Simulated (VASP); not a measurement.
# Ir (P6_3/mmc) in VASP: notebook, part 2 of 2

VASP 6.6.1. Earlier steps stand in the parts before.

**3. Single point, PBE**

File INCAR:

```
SYSTEM = Ir
ADDGRID = .FALSE. ; ALGO = Normal
EDIFF = 1E-6 ; ENCUT = 280
GGA = PE ; ISIF = 2
ISMEAR = 0 ; LASPH = .TRUE.
LCHARG = .FALSE. ; LREAL = .FALSE.
LWAVE = .FALSE. ; NELM = 100
PREC = Accurate ; SIGMA = 0.2
```

File KPOINTS:

```
k-points
0
G
  10 10 5
  0 0 0
```

File POSCAR:

```
Ir
1.0
    2.7513778946      0.0000000000      0.0000000000
   -1.3756889473      2.3827631521      0.0000000000
    0.0000000000      0.0000000000      4.4622900000
Ir
2
Direct
    0.3583140000      0.6617470000      0.2121330000
    0.6598720000      0.3587530000      0.7691070000
```

Potentials or basis: VASP PAW PBE potentials, release 64 (Ir).

On the command line:

```bash
$ cat potpaw_PBE.64/Ir/POTCAR > POTCAR
$ mpirun -np 1 vasp_std > vasp.out
```

Run time: 25 s. Hardware: 1 thread of Intel Xeon Platinum 8375C at 2.90GHz (Ice Lake), shared host; peak memory 0.14 GiB.

These settings aren't checked as converged: the numbers below hold their error.

What came out:

| Property | Result |
| --- | --- |
| Free energy | -17.0859 eV |
| Pressure | 11.9 GPa |
| Largest force | 3.682 eV/Å |
| Band gap on the k mesh | none (metal or under the smearing width) |

**4. Single point, PBE**

INCAR, as its differences from that of step 3:

```diff
@@ -2,3 +2,3 @@
 ADDGRID = .FALSE. ; ALGO = Normal
-EDIFF = 1E-6 ; ENCUT = 280
+EDIFF = 1E-6 ; ENCUT = 220
 GGA = PE ; ISIF = 2
```

File KPOINTS:

```
k-points
0
G
  11 11 6
  0 0 0
```

File POSCAR:

```
Ir
1.0
    2.7513778946      0.0000000000      0.0000000000
   -1.3756889473      2.3827631521      0.0000000000
    0.0000000000      0.0000000000      4.4622900000
Ir
2
Direct
    0.3333333333      0.6666666667      0.2500000000
    0.6666666667      0.3333333333      0.7500000000
```

Potentials or basis: VASP PAW PBE potentials, release 64 (Ir).

On the command line:

```bash
$ cat potpaw_PBE.64/Ir/POTCAR > POTCAR
$ mpirun -np 1 vasp_std > vasp.out
```

OUTCAR:

```text
SYSTEM = Ir
   EDIFF = 1E-6
   ENCUT = 220
   GGA = PE
   ISIF = 2
   ISMEAR = 0
   LASPH = .TRUE.
   LREAL = .FALSE.
   NELM = 100
   PREC = Accurate

 Found     64 irreducible k-points:

 Following reciprocal coordinates:
            Coordinates               Weight
  0.000000  0.000000  0.000000      1.000000
  0.090909 -0.000000  0.000000      6.000000
  0.181818 -0.000000  0.000000      6.000000
  0.272727 -0.000000  0.000000      6.000000
  0.363636 -0.000000  0.000000      6.000000
  0.454545 -0.000000  0.000000      6.000000
   k-points           NKPTS =     64   k-points in BZ     NKDIM =     64   number of bands    NBANDS=     13
   number of dos      NEDOS =    301   number of ions     NIONS =      2
   total plane-waves  NPLWV =   4704
   dimension x,y,z NGX =    14 NGY =   14 NGZ =   24
   dimension x,y,z NGXF=    28 NGYF=   28 NGZF=   48
   ions per type =               2
   NGX,Y,Z   is equivalent  to a cutoff of   8.46,  8.46,  8.94 a.u.
   NGXF,Y,Z  is equivalent  to a cutoff of  16.92, 16.92, 17.88 a.u.
 SYSTEM =  Ir
   PREC   = accura    normal or accurate (medium, high low for compatibility)
   ISTART =      0    job   : 0-new  1-cont  2-samecut
   ICHARG =      2    charge: 1-file 2-atom 10-const
   ISPIN  =      1    spin polarized calculation?
   LNONCOLLINEAR =      F non collinear calculations
   LSORBIT =      F    spin-orbit coupling
   LASPH  =      T    aspherical Exc in radial PAW
   ENCUT  =  220.0 eV  16.17 Ry    4.02 a.u.   3.33  3.33  5.40*2*pi/ulx,y,z
   NELM   =    100;   NELMIN=  2; NELMDL= -5     # of ELM steps
   EDIFF  = 0.1E-05   stopping-criterion for ELM
[... 8 lines left out ...]
   TEBEG  =    0.0;   TEEND  =   0.0 temperature during run
   PSTRESS=    0.0 pullay stress
   NELECT =      18.0000    total number of electrons
   NUPDOWN=      -1.0000    fix difference up-down
   EMIN   =  10.00;   EMAX   =-10.00  energy-range for DOS
   EFERMI =   0.00;   METHOD = LEGACY
   ISMEAR =     0;   SIGMA  =   0.20  broadening in eV -4-tet -1-fermi 0-gaus
   EFERMI_NEDOS =   21; number of points for ismear=-14 and -15
   IALGO  =     38    algorithm
   IMIX   =      4    mixing-type and parameters
     AMIX     =   0.40;   BMIX     =  1.00
     AMIX_MAG =   1.60;   BMIX_MAG =  1.00
  volume/ion in A,a.u.               =      14.63        98.71
  Fermi-wavevector in a.u.,A,eV,Ry     =   1.392417  2.631287 26.379323  1.938826
  Thomas-Fermi vector in A             =   2.516162
   LORBIT       =      0    0 simple, 1 ext, 2 COOP (PROOUT), +10 PAW based schemes
   GGA     = PE    functional components
   LHFCALC =     F    Hartree Fock is set to
   AEXX    =    0.0000 exact exchange contribution
   IVDW    =     0    specifies the selected vdW correction
   LEPSILON=     F    determine dielectric tensor
   LRPA    =     F    only Hartree local field effects (RPA)
 non-spin polarized calculation
 Gauss-broadening in eV      SIGMA  =   0.20
  energy-cutoff  :      220.00
  volume of cell :       29.25
 maximum number of plane-waves:       233
 NGX is ok and might be reduce to    14
   NGX =  7   NGY =  7   NGZ = 11

 number of electron      17.9999988 magnetization

 Free energy of the ion-electron system (eV)
  ---------------------------------------------------
  ext. energy  EPLUGINS =         0.00000000
  ---------------------------------------------------
  free energy    TOTEN  =       -17.55836757 eV

  energy without entropy =      -17.50029564  energy(sigma->0) =      -17.52933161

 E-fermi :   9.9385     XC(G=0): -13.7928

 val. band max:        9.9300426669   @ k =   0.3636   0.1818   0.1667
 cond. band min:       9.9483413439   @ k =   0.2727   0.0909   0.3333
 fundamental gap:      0.0182986770
 Fermi energy:         9.9384809811

 k-point     1 :       0.0000    0.0000    0.0000
  band No.  band energies     occupation
      1      -0.9294      2.00000
      2       2.1115      2.00000
      3       6.1928      2.00000
      4       6.2981      2.00000
      5       6.2981      2.00000
      6       6.9223      2.00000
      7       6.9223      2.00000
      8       7.6825      2.00000
      9       7.6825      2.00000
     10       9.2137      2.00000
     11      10.2150      0.05057
     12      10.2150      0.05057
     13      16.7294      0.00000

 k-point     2 :       0.0909   -0.0000    0.0000
  band No.  band energies     occupation
      1      -0.6187      2.00000
      2       2.3849      2.00000
      3       5.7814      2.00000
      4       6.5584      2.00000
      5       6.6308      2.00000
      6       6.7879      2.00000
      7       7.1649      2.00000
      8       7.2678      2.00000
      9       7.4963      2.00000
     10       8.0817      2.00000
     11      10.3215      0.00676
[... 51 lines left out ...]
 k-point     6 :       0.4545   -0.0000    0.0000
  band No.  band energies     occupation
      1       2.6972      2.00000
      2       2.8181      2.00000
      3       3.4189      2.00000
      4       6.0422      2.00000
      5       6.4921      2.00000
      6       6.5692      2.00000
      7       7.0834      2.00000
      8      10.5116      0.00005
      9      10.8617      0.00000
     10      10.8875      0.00000
     11      12.0062      0.00000
     12      15.1308      0.00000
     13      17.6262      0.00000

 [... further k-points ...]
[... 5 lines left out ...]
  --------------------------------------------------------------------------------------
  -------------------------------------------------------------------------------------
  Total       -0.3559431     -0.3559431     -0.4792589     -0.0000000     -0.0000000      0.0000000
  in kB      -19.4940603    -19.4940603    -26.2477371     -0.0000000     -0.0000000      0.0000000
  external PRESSURE =     -21.7452859 kB  Pullay stress =       0.0000000 kB

 VOLUME and BASIS-vectors are now :
 -----------------------------------------------------------------------------
  energy-cutoff  :      220.00
  volume of cell :       29.25
      direct lattice vectors                 reciprocal lattice vectors
     2.751377895  0.000000000  0.000000000     0.363454254  0.209840411  0.000000000
    -1.375688947  2.382763152  0.000000000     0.000000000  0.419680823  0.000000000
     0.000000000  0.000000000  4.462290000     0.000000000  0.000000000  0.224100182

 POSITION                                       TOTAL-FORCE (eV/Angst)
 -----------------------------------------------------------------------------------
     -0.00000      1.58851      1.11557         0.000000     -0.000000      0.000000
      1.37569      0.79425      3.34672        -0.000000      0.000000      0.000000
 -----------------------------------------------------------------------------------
    total drift:                                0.000000     -0.000000     -0.000000

  FREE ENERGIE OF THE ION-ELECTRON SYSTEM (eV)
  ---------------------------------------------------
  free  energy   TOTEN  =       -17.5583675729 eV

  energy  without entropy=      -17.5002956421  energy(sigma->0) =      -17.52933161
```

stdout:

```text
POSCAR found type information on POSCAR Ir
 POSCAR found :  1 types and       2 ions
 scaLAPACK will be used
 LDA part: xc-table for (Slater+PW92), standard interpolation
 POSCAR, INCAR and KPOINTS ok, starting setup
 FFT: planning ... GRIDC
 FFT: planning ... GRID_SOFT
 FFT: planning ... GRID
 WAVECAR not read
 entering main loop
```

Wall time 14 s (1 thread of Intel Xeon Platinum 8375C at 2.90GHz (Ice Lake), shared host); peak memory 0.11 GiB.

The run converged, but some of its settings lie outside the range that counts as converged, so its numbers aren't taken as properties of the crystal.

What came out:

* Free energy: -17.5584 eV
* Band gap on the k mesh: none (metal or under the smearing width)

Caveat: the cutoff is under 1.25 times the usual one of these potentials, so pressure, stress and relaxed cells hold a basis-set (Pulay) error.

**5. Single point, PBE**

INCAR is that of step 4.

KPOINTS is that of step 4.

File POSCAR:

```
Ir
1.0
    2.7513778946      0.0000000000      0.0000000000
   -1.3756889473      2.3827631521      0.0000000000
    0.0000000000      0.0000000000      4.4622900000
Ir
2
Direct
    0.3583140000      0.6617470000      0.2121330000
    0.6598720000      0.3587530000      0.7691070000
```

On the command line:

```bash
$ cat potpaw_PBE.64/Ir/POTCAR > POTCAR
$ mpirun -np 1 vasp_std > vasp.out
```

It took 34 s on 1 thread of Intel Xeon Platinum 8375C at 2.90GHz (Ice Lake), shared host; peak memory 0.15 GiB.

The run converged, but some of its settings lie outside the range that counts as converged, so its numbers aren't taken as properties of the crystal.

Results:

```yaml
Free_energy: -17.0596 eV
Largest_force: 3.829 eV/Å
Band_gap_on_the_k_mesh: none (metal or under the smearing width)
```

Caveat: the cutoff is under 1.25 times the usual one of these potentials, so pressure, stress and relaxed cells hold a basis-set (Pulay) error.

**6. Single point, PBE**

INCAR, as its differences from that of step 5:

```diff
@@ -2,3 +2,3 @@
 ADDGRID = .FALSE. ; ALGO = Normal
-EDIFF = 1E-6 ; ENCUT = 220
+EDIFF = 1E-6 ; ENCUT = 650
 GGA = PE ; ISIF = 2
```

File KPOINTS:

```
k-points
0
G
  7 7 4
  0 0 0
```

File POSCAR:

```
Ir
1.0
    2.7513778946      0.0000000000      0.0000000000
   -1.3756889473      2.3827631521      0.0000000000
    0.0000000000      0.0000000000      4.4622900000
Ir
2
Direct
    0.3333333333      0.6666666667      0.2500000000
    0.6666666667      0.3333333333      0.7500000000
```

Potentials or basis: VASP PAW PBE potentials, release 64 (Ir).

On the command line:

```bash
$ cat potpaw_PBE.64/Ir/POTCAR > POTCAR
$ mpirun -np 1 vasp_std > vasp.out
```

Wall time 18 s (1 thread of Intel Xeon Platinum 8375C at 2.90GHz (Ice Lake), shared host); peak memory 0.16 GiB.

These settings aren't checked as converged: the numbers below hold their error.

Results:

```yaml
Free_energy: -17.6714 eV
Pressure: -1.9 GPa
Band_gap_on_the_k_mesh: none (metal or under the smearing width)
```

Caveat: the k mesh is coarse (spacing up to 0.38 Å⁻¹), so the values aren't converged.
